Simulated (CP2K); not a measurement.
Runs of CP2K 2026.2 on BaTiO3. The typed cell holds 10 atoms: a = 3.803 Å, b = 4.131 Å, c = 7.975 Å, α = 89.10°, β = 88.33°, γ = 89.36°. 

| level | cutoff of the non-local correlation (Ry) | gap on the mesh (eV) | pressure (GPa) | largest force (eV/Å) |
| --- | --- | --- | --- | --- |
| LDA | - | 0.64 | 32.7 | (a) |
| vdW-DF2 | 300 | 0.62 | 51.3 | 28.84 |
| rev-vdW-DF2 | 300 | 0.65 | (c) | 28.41 |
| PBEsol | - | 0.65 | 36.2 | 28.20 |
| r2SCAN | - | 0.81 | 39.8 | 29.14 |
| optB88-vdW | 300 | 0.64 | 41.2 | (b) |

Alike in all rows: task atomic charges; potentials or basis POTENTIAL_UZH Ba GTH-PBE-q10, Ti GTH-PBE-q12, O GTH-PBE-q6; DZVP-MOLOPT-PBE-GTH basis; no spin polarisation; cell all atoms moved at random; k mesh 6 × 5 × 3; smearing fermi-dirac 0.05 eV.

Q: Fill in the values left out.

A: (a) 28.31; (b) 28.50; (c) 39.7.

Caveats: the potentials were made for another functional, which shifts forces and pressure; spin-orbit coupling is left out, which moves the levels of the heavy elements; an odd mesh through Γ misses points on the zone boundary, where band edges often lie; the basis of atomic orbitals isn't converged, which shifts pressures, moduli and gaps.

A k mesh can miss the band edges, and the runs leave out spin-orbit coupling on Ba.

Runs at the PBE level aren't shown here.
